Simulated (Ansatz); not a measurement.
# HfO2 (Pca2_1) in Ansatz: notebook

The runs below take HfO2 through single point, with PBE.

Program: Ansatz 0.2.0. These are calculated values, not measurements. Logs are shortened: lines on timing, memory, paths and dates and some standing lists are left out, and cuts for length are marked.

### 1 The structure

It takes space group Pca2_1 (No. 29, orthorhombic). The conventional cell has a = 5.219 Å, b = 5.005 Å, c = 5.033 Å, α = 90.00°, β = 90.00°, γ = 90.00°. Hf (site symmetry 1) has 7 O at 2.02 to 2.23 Å as nearest neighbours. Around O (site symmetry 1) lie 3 Hf at 2.02 to 2.13 Å. Around O (site symmetry 1) lie 4 Hf at 2.11 to 2.23 Å.

Measurements of this composition are mostly on another form, of space group No. 14.

### 2 Single point, PBE

File input.yaml:

```yaml
crystal:
  lattice:
    - [5.21946336, 0.0, 0.0]
    - [0.0, 5.00476369, 0.0]
    - [0.0, 0.0, 5.03268505]
  atoms:
    - { symbol: Hf, position: [0.966994, 0.73252082, 0.74144035] }
    - { symbol: Hf, position: [0.533006, 0.73252082, 0.24144035] }
    - { symbol: Hf, position: [0.466994, 0.26747918, 0.74144035] }
    - { symbol: Hf, position: [0.033006, 0.26747918, 0.24144035] }
    - { symbol: O, position: [0.63212745, 0.9286454, 0.87926726] }
    - { symbol: O, position: [0.86787255, 0.9286454, 0.37926726] }
    - { symbol: O, position: [0.23394852, 0.53988305, 0.49229239] }
    - { symbol: O, position: [0.26605148, 0.53988305, 0.99229239] }
    - { symbol: O, position: [0.76605148, 0.46011695, 0.99229239] }
    - { symbol: O, position: [0.73394852, 0.46011695, 0.49229239] }
    - { symbol: O, position: [0.13212745, 0.0713546, 0.87926726] }
    - { symbol: O, position: [0.36787255, 0.0713546, 0.37926726] }
hamiltonian:
  xc: pbe
  pseudopotentials: { kind: paw, source: jth }
kpoints:
  mp_grid: { grid: [5, 6, 5] }
scf:
  occupations: { method: fermi_dirac, width: 0.05 }
output:
  forces: true
  stress: true
  eigenvalues: true
```

Potentials or basis: JTH PAW.

Command:

```console
$ ansatz run input.yaml --threads 4 --pin off --max-ram 11264MiB --backend cpu --events-out ev --progress --plain --runs-dir out
```

The program printed:

```text
Warning: the checks of this Hf dataset prove no rule for summing its radial tables, as where they were carried onto another mesh than they were made on, and Gregory's rule is taken, under which a leading mesh point left out moves its sums only by what lay on the interval it spanned. That does not make them correct, and they differ from Quantum ESPRESSO's on this file; a re-export a fraction of a mesh step off can move them. hamiltonian.pseudopotentials.radial_quadrature: simpson_from_first_knot sums it by `pw.x`'s rule; on a PAW file no value gives `pw.x`'s numbers. What more to know: hamiltonian.pseudopotentials.radial_quadrature, in the input reference
Warning: the checks of this O dataset prove no rule for summing its radial tables, as where they were carried onto another mesh than they were made on, and Gregory's rule is taken, under which a leading mesh point left out moves its sums only by what lay on the interval it spanned. That does not make them correct, and they differ from Quantum ESPRESSO's on this file; a re-export a fraction of a mesh step off can move them. hamiltonian.pseudopotentials.radial_quadrature: simpson_from_first_knot sums it by `pw.x`'s rule; on a PAW file no value gives `pw.x`'s numbers. What more to know: hamiltonian.pseudopotentials.radial_quadrature, in the input reference
Warning: RAYON_NUM_THREADS=4 ignored (pool sized by the plan → 4); use --threads N
Engine: ansatz 0.2.0, aarch64-unknown-linux-gnu
Pseudopotentials: kind: paw
Pseudopotential: Hf, paw, valence charge 12, recommended cutoff 1230 eV (normal), Hf.paw.azcp
Pseudopotential: O, paw, valence charge 6, recommended cutoff 1380 eV (normal), O.paw.azcp
Functional definition: PBE
  parameter kappa = 0.804
  parameter beta = 0.06672455060314922
  exchange = pbe_x(kappa = kappa, mu = beta*pi^2/3)
  correlation = pbe_c(beta = beta)
Crystal: 12 atoms, lattice volume = 131.465 Å³
Basis set: ecut = 1380 eV, 15291 PW (Γ), exchange–correlation on 128×128×128 points (8 copies of the dense FFT grid, shifted against one another)
Bands: 60, of which v1, the nominal top of the filled ones, is band 48 counted from 1 (47 counted from 0)
Symmetry: 4 space group operations
Space group: Pca21 (ITA 29), of the structure as read, at distance tolerance 5.1e-5 Å
k-points: 36 of 150 (time reversal used)
Non-local potential: Hf, projectors of the file, l = 0: 2, l = 1: 2, l = 2: 2
Non-local potential: O, projectors of the file, l = 0: 2, l = 1: 2
PAW form: soft (Blöchl's): semilocal exchange-correlation on the pseudo side does not see the compensation charge
PAW one-centre angular grid: Hf, 590 points (default); XC on 96 Gauss nodes
PAW one-centre angular grid: O, 110 points (default); XC on 64 Gauss nodes
Initial density: superposition of atomic densities (chi_scale 0.1, normalization cell, long waves kept (reshape's long-wave potential 0.01 eV rms))
Initial wavefunctions: pseudopotential atomic-orbital guess
Functional: x = pbe(κ = 0.804, μ = 0.2195149727645171), c = pbe(β = 0.06672455060314922)
SCF iter   1: F=—  HF=-42451.896426 eV  |F-HF|=—  |Δ(HF+E_count)|=         —  Δρ=5.89e-2  dr2=4.52e0  ethr=3.10e-3  ⟨swp⟩=6.9  Hψ=10446  notcnv=0  defer=1
preconditioner: auto → Resta (q_TF=auto, 2.589 Å⁻¹)  ε∞=3.6  [insulator: Δε(μ)=4.722 eV  Ē_g=18.792 eV  σ=0.050 eV  W_gap=1.00  n_scr=32 (ndim 8)  ℏωp=30.4 eV  f_vac=0.000  D(μ)=0.00/eV (n_scr^D=0)  ε∞_Penn≈3.6]
SCF iter   2: F=—  HF=-42451.248678 eV  |F-HF|=—  |Δ(HF+E_count)|=   6.48e-1  Δρ=3.38e-2  dr2=9.23e-1  ethr=3.10e-3  ⟨swp⟩=2.4  Hψ=3698  notcnv=0  defer=197
SCF iter   3: F=—  HF=-42451.255972 eV  |F-HF|=—  |Δ(HF+E_count)|=   7.29e-3  Δρ=1.40e-2  dr2=2.76e-1  ethr=9.62e-4  ⟨swp⟩=3.1  Hψ=3181  notcnv=0  defer=197
SCF iter   4: F=—  HF=-42451.260009 eV  |F-HF|=—  |Δ(HF+E_count)|=   4.04e-3  Δρ=2.30e-3  dr2=5.59e-3  ethr=2.87e-4  ⟨swp⟩=2.0  Hψ=3264  notcnv=0  defer=197
SCF iter   5: F=—  HF=-42451.266289 eV  |F-HF|=—  |Δ(HF+E_count)|=   6.28e-3  Δρ=1.42e-3  dr2=2.07e-3  ethr=5.82e-6  ⟨swp⟩=2.0  Hψ=3133  notcnv=0  defer=125
automatic band count: iteration 5 solves 58 bands in place of 60: the levels show a gap, and the empty bands left out lie too high to hold charge; the band table lists the bands solved (type scf.n_extra_bands for more)
SCF iter   6: F=—  HF=-42451.266293 eV  |F-HF|=—  |Δ(HF+E_count)|=   3.99e-6  Δρ=4.49e-4  dr2=2.04e-4  ethr=2.15e-6  ⟨swp⟩=2.1  Hψ=3229  notcnv=0  defer=124
SCF iter   7: F=—  HF=-42451.266411 eV  |F-HF|=—  |Δ(HF+E_count)|=   1.18e-4  Δρ=8.75e-5  dr2=8.62e-6  ethr=2.13e-7  ⟨swp⟩=2.0  Hψ=3167  notcnv=0  defer=124
SCF iter   8: F=—  HF=-42451.266487 eV  |F-HF|=—  |Δ(HF+E_count)|=   7.65e-5  Δρ=1.21e-5  dr2=1.73e-7  ethr=8.98e-9  ⟨swp⟩=2.0  Hψ=3722  notcnv=0  defer=124
SCF iter   9: F=-42451.266487 eV  HF=-42451.266487 eV  |F-HF|=2.36e-9  |Δ(HF+E_count)|=   2.88e-7  Δρ=1.93e-6  dr2=4.56e-9  ethr=1.04e-10  ⟨swp⟩=14.4  Hψ=10681  notcnv=0
SCF 1 converged in 9 iterations: F = -42451.266487 eV  dr2 = 4.56e-9
SCF converged after 9 iterations
Free energy (F): -42451.266487 eV
Harris-Foulkes:  -42451.266487 eV  (|F-HF|=2.36e-9)
Internal energy: -42451.266487 eV  (E = F + TS)
E sigma→0 (E₀):  -42451.266487 eV
Fermi energy:    14.170265 eV
--- Per-component energies (eV) ---
  E_band       = -424.816823
  E_kinetic    = 2240.254761
  E_local      = -1838.894189  (includes V_loc(G=0)·N_el)
  E_nonlocal   = -1743.237329
  E_hartree    = 1478.183999
  E_xc         = -1633.662308
  E_vxc        = -1273.629408  (∫ρ·V_xc dr)
  E_paw        = -33635.954259  (= ΣΔE_a)
  E_vpaw       = -765.680463  (= ΣTr[D̂ρ^β])
  E_aug_tail   = 0.000099  (compensation charges beyond the density's cutoff)
  E_ewald      = -7317.957263
  E_smearing   = -0.000000  (= −TS)
  E_closure    = 0.000000  (closes the sum)
  Σ components = -42451.266487   (vs F -42451.266487, Δ=0.00e0)
--- Forces (eV/Å), atoms counted from 1 ---
  atom   1  Hf     0.00614532    -0.04045898     0.04651597
  atom   2  Hf    -0.00614532    -0.04045898     0.04651597
  atom   3  Hf     0.00614532     0.04045898     0.04651597
  atom   4  Hf    -0.00614532     0.04045898     0.04651597
  atom   5  O     -0.00144425    -0.04082858     0.00987577
  atom   6  O      0.00144425    -0.04082858     0.00987577
  atom   7  O      0.03471558     0.04369438    -0.05639392
  atom   8  O     -0.03471558     0.04369438    -0.05639392
  atom   9  O     -0.03471558    -0.04369438    -0.05639392
  atom  10  O      0.03471558    -0.04369438    -0.05639392
  atom  11  O     -0.00144425     0.04082858     0.00987577
  atom  12  O      0.00144425     0.04082858     0.00987577
  max |Σ_I F_I| component: 8.71e-6 eV/Å
--- Stress (GPa, compression-positive) ---
        7.019034       0.000000       0.000000
        0.000000       7.292104       0.000000
        0.000000       0.000000       6.834320
  P = ⅓ Tr σ = 7.0485 GPa (70.485 kbar)
--- Band table (eV; the first three rows and the last of 36) ---
  k-point 0: bands = ["-48.4906", "-48.4697", "-48.4695", "-48.4676", "-17.5464", "-17.5210", "-17.5166", "-17.2449", "-17.2017", "-17.1833", "-17.1684", "-17.1579", "-17.1505", "-17.0433", "-17.0317", "-17.0298", "-6.2890", "-4.8728", "-4.6522", "-4.6378", "-4.1065", "-4.0053", "-3.9110", "-3.8675", "6.3426", "6.4420", "6.5693", "7.2481", "7.3934", "7.4701", "8.7865", "8.8540", "8.8593", "8.8846", "9.3771", "9.6566", "9.8341", "9.9551", "10.0801", "10.3076", "10.4779", "10.7046", "10.8301", "11.0033", "11.2717", "11.7683", "11.8873", "11.9722", "16.9440", "17.1979", "17.3065", "17.7388", "17.8496", "17.9864", "17.9883", "18.1436", "18.3936", "18.8325"]
  k-point 1: bands = ["-48.4885", "-48.4698", "-48.4697", "-48.4695", "-17.5073", "-17.4978", "-17.4907", "-17.2848", "-17.1989", "-17.1938", "-17.1871", "-17.1599", "-17.1260", "-17.0696", "-17.0543", "-17.0410", "-6.1147", "-4.8430", "-4.7083", "-4.6532", "-4.2000", "-3.9979", "-3.9200", "-3.9189", "6.4839", "6.5393", "6.7811", "7.3030", "7.5415", "7.7853", "8.4484", "8.5309", "8.7866", "8.9561", "9.1302", "9.6903", "9.7539", "9.8637", "9.9939", "10.4905", "10.5087", "10.7070", "10.8874", "10.9132", "11.0498", "11.7093", "11.8187", "11.8719", "16.8190", "17.1934", "17.2248", "17.6837", "17.8314", "18.0158", "18.0674", "18.2063", "18.7371", "19.0755"]
  k-point 2: bands = ["-48.4827", "-48.4756", "-48.4696", "-48.4696", "-17.4444", "-17.4158", "-17.4114", "-17.3666", "-17.2697", "-17.2301", "-17.1775", "-17.1743", "-17.1055", "-17.0928", "-17.0810", "-17.0674", "-5.6536", "-5.0831", "-4.7722", "-4.6999", "-4.1953", "-4.0513", "-3.9762", "-3.9454", "6.6098", "6.9176", "7.3241", "7.6019", "7.8724", "7.9828", "8.0759", "8.1488", "8.3886", "9.0210", "9.0290", "9.2539", "9.6660", "9.8618", "10.0329", "10.0506", "10.0548", "10.4852", "10.9698", "11.0236", "11.4878", "11.6752", "11.7119", "11.7299", "16.6272", "16.8054", "17.2436", "17.4134", "18.0862", "18.1165", "18.1397", "18.2423", "19.4272", "19.4997"]
  k-point 35: bands = ["-48.4768", "-48.4750", "-48.4731", "-48.4725", "-17.5239", "-17.5162", "-17.4950", "-17.4883", "-17.1453", "-17.1323", "-17.1132", "-17.1055", "-17.0866", "-17.0842", "-17.0744", "-17.0636", "-5.2660", "-5.1297", "-5.0545", "-5.0173", "-4.0573", "-3.9907", "-3.9891", "-3.9206", "7.3107", "7.5164", "7.6364", "7.7228", "7.8718", "7.8796", "7.9901", "8.2455", "8.8052", "8.9578", "9.1938", "9.2412", "9.7065", "9.7253", "9.8282", "10.0721", "10.3556", "10.4147", "10.4810", "10.6440", "10.9031", "11.1292", "11.1985", "11.3593", "16.4772", "16.6554", "16.7607", "17.0077", "17.7341", "17.8366", "18.1042", "18.2045", "18.7873", "19.0952"]
```

Run time: 36 s. Hardware: 4 threads of Arm Neoverse V1, shared host; peak memory 1.9 GiB.

Results:

```yaml
Free_energy: -42451.2665 eV
Pressure: 7.0 GPa
Largest_force: 0.079 eV/Å
Band_gap_on_the_k_mesh: 4.45 eV, indirect (least direct gap 4.66 eV)
```

Forces on the atoms (eV/Å):
```
Hf   0.006 -0.040  0.047
Hf  -0.006 -0.040  0.047
Hf   0.006  0.040  0.047
Hf  -0.006  0.040  0.047
O   -0.001 -0.041  0.010
O    0.001 -0.041  0.010
O    0.035  0.044 -0.056
O   -0.035  0.044 -0.056
O   -0.035 -0.044 -0.056
O    0.035 -0.044 -0.056
O   -0.001  0.041  0.010
O    0.001  0.041  0.010
```

Levels at points of the mesh, in eV from the valence-band top:
| k point | band 46 | band 47 | band 48 | band 49 | band 50 | band 51 |
| --- | --- | --- | --- | --- | --- | --- |
| (0.00, 0.00, 0.00) | -0.20 | -0.08 | 0.00 | 4.97 | 5.23 | 5.33 |
| (0.00, -0.50, 0.00) | -0.40 | -0.19 | -0.12 | 4.54 | 4.92 | 5.00 |

Caveat: odd divisions of the mesh miss points on the zone boundary, where band edges often lie, so the gap on the mesh can be too wide; spin-orbit coupling is left out, which moves the levels of the heavy elements. A k mesh can miss the band edges.

### 3 Single point, PBE

Edit input.yaml of step 2 so:

```diff
@@ -20,3 +20,3 @@
   xc: pbe
-  pseudopotentials: { kind: paw, source: jth }
+  pseudopotentials: { kind: nc, source: spms }
 kpoints:
@@ -29 +29,5 @@
   eigenvalues: true
+  write_density: true
+  write_potential: true
+  elf: true
+  volumetric_format: npy
```

Potentials or basis: SPMS NC.

Command:

```console
$ ansatz run input.yaml --threads 4 --pin off --max-ram 11264MiB --backend cpu --events-out ev --progress --plain --runs-dir out
```

Run time: 37 s. Hardware: 4 threads of Arm Neoverse V1, shared host; peak memory 1.2 GiB.

It converged, with:

| Item | Value |
| --- | --- |
| Free energy | -9772.0023 eV |
| Pressure | 7.4 GPa |
| Largest force | 0.083 eV/Å |
| Band gap on the k mesh | 4.50 eV, indirect (least direct gap 4.71 eV) |

Forces on the atoms (eV/Å):
```
Hf   0.043  0.025  0.067
Hf  -0.043  0.025  0.067
Hf   0.043 -0.025  0.067
Hf  -0.043 -0.025  0.067
O   -0.025 -0.005 -0.013
O    0.025 -0.005 -0.013
O    0.008  0.047 -0.054
O   -0.008  0.047 -0.054
O   -0.008 -0.047 -0.054
O    0.008 -0.047 -0.054
O   -0.025  0.005 -0.013
O    0.025  0.005 -0.013
```

Stress tensor (GPa, compression positive):
```
7.47 0.00 0.00
0.00 7.42 0.00
0.00 0.00 7.28
```

Levels at points of the mesh, in eV from the valence-band top:
```csv
k point,band 46,band 47,band 48,band 49,band 50,band 51
"(0.00, 0.00, 0.00)",-0.20,-0.09,0.00,5.01,5.28,5.38
"(0.00, -0.50, 0.00)",-0.41,-0.18,-0.12,4.59,4.96,5.04
```

Caveat: odd divisions of the mesh miss points on the zone boundary, where band edges often lie, so the gap on the mesh can be too wide; the pressure holds a Pulay correction of +0.5 GPa for the finite cutoff; spin-orbit coupling is left out, which moves the levels of the heavy elements. A k mesh can miss the band edges.
